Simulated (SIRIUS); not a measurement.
The system is TaN.

```xyz
2
Lattice="0.0000 2.2113 2.2113 2.2113 0.0000 2.2113 2.2113 2.2113 0.0000" Properties=species:S:1:pos:R:3 pbc="T T T"
Ta    2.2113    2.2113    2.2113
N     0.0000    0.0000    0.0000
```

The cell comes from a database or a generator and needn't be the stable form of this composition.

Base run:

* Program: SIRIUS 7.12.0
* Functional: PBE
* Potentials or basis: PseudoDojo 0.4.1 PBE standard (scalar relativistic)
* Cutoff: 1152 eV
* Density cutoff: 4606 eV
* k mesh: 10 × 10 × 10
* Occupations: fermi-dirac, width 0.05 eV
* Spin: no spin polarisation

Its results: band gap on the k mesh none (metal or under the smearing width); pressure -1.6 GPa.

Task: The run is repeated on the same cell with these changes: functional from PBE to xPBE; libxc names from ["XC_GGA_X_PBE", "XC_GGA_C_PBE"] to ["XC_GGA_X_XPBE", "XC_GGA_C_XPBE"]. What comes out?

Result: Band gap on the k mesh none (metal or under the smearing width); pressure 1.4 GPa.

Caveats: the potentials were made for another functional, which shifts forces and pressure (some runs).

Not every run made on this cell is shown here.
